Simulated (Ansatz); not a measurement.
The system is Ca.

```
Ca
1.0
     0.00000    2.79420    2.79420
     2.79420    0.00000    2.79420
     2.79420    2.79420    0.00000
Ca
1
Direct
  0.00000 0.00000 0.00000
```

```yaml
Program: Ansatz 0.2.0
Task: relaxation of cell and atoms
Functional: PBEsol
Potentials_or_basis: Ansatz PAW
Cutoff: "420 eV (not typed: the program's choice for these potentials)"
k_mesh: 8 × 8 × 8
Occupations: fermi-dirac, width 0.05 eV
Spin: no spin polarisation
```

At the start: volume 43.63 Å³/atom.

Q: How do energy, volume and symmetry change on relaxing?

A: It ends after 5 steps and the volume is 40.54 Å³/atom (-7.1 %); space group Fm-3m (No. 225, to 0.05 Å).

Step by step:
| step | energy change (eV) | largest force (eV/Å) | volume (Å³) |
| --- | --- | --- | --- |
| 1 | 0.0000 | 0.0000 | 43.63 |
| 2 | -0.0077 | 0.0000 | 42.33 |
| 3 | -0.0119 | 0.0000 | 40.38 |
| 4 | -0.0119 | 0.0000 | 40.54 |
| 5 | -0.0119 | 0.0000 | 40.54 |

Final structure:
```
CELL_PARAMETERS angstrom
0.00000 2.72648 2.72648
2.72648 0.00000 2.72648
2.72648 2.72648 0.00000
ATOMIC_POSITIONS crystal
Ca 0.00000 0.00000 0.00000
```

Caveat: the plane-wave basis is chosen anew once the cell has moved, so the energies of steps on either side of that aren't comparable; the PAW data sets come from PBE, with cores solved anew for the run's functional, which leaves a small shift of forces and pressure.
